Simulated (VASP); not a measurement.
Crystal: Mg.

```
CELL_PARAMETERS angstrom
3.21028 0.00000 0.00000
-1.60514 2.78018 0.00000
0.00000 0.00000 10.31910
ATOMIC_POSITIONS crystal
Mg 0.00000 0.00000 0.00000
Mg 0.33333 0.66667 0.25000
Mg 0.00000 0.00000 0.50000
Mg 0.66667 0.33333 0.75000
```

```yaml
Program: VASP 6.6.1
Task: relaxation of cell and atoms
Functional: PBE
Dispersion: D3(BJ)
Potentials_or_basis: VASP PAW PBE potentials, release 64 (Mg)
Cutoff: 600 eV
k_mesh: 15 × 15 × 4
Occupations: gaussian, width 0.1 eV
Spin: no spin polarisation
```

At the start: pressure -2.1 GPa; volume 23.02 Å³/atom.

Where does the relaxation end?

Over 5 steps the energy falls by 9.0 meV/atom and the volume is 21.71 Å³/atom (-5.7 %); space group P6_3/mmc (No. 194, to 0.05 Å).

Step by step:
```tsv
step	energy change (eV)	largest force (eV/Å)	pressure (GPa)	volume (Å³)
1	0.0000	0.0000	-2.09	92.10
2	-0.0336	0.0000	-0.58	88.16
3	-0.0360	0.0000	-0.03	86.89
4	-0.0361	0.0000	0.02	86.79
5	-0.0361	0.0000	0.00	86.83
```

Final structure:
```xyz
4
Lattice="3.1477 0.0000 0.0000 -1.5738 2.7260 0.0000 0.0000 0.0000 10.1194" Properties=species:S:1:pos:R:3 pbc="T T T"
Mg    0.0000    0.0000   10.1194
Mg    0.0000    1.8173    2.5299
Mg    0.0000    0.0000    5.0597
Mg    1.5738    0.9087    7.5896
```

Caveat: pairwise dispersion overbinds metals, which lowers pressure and volume.
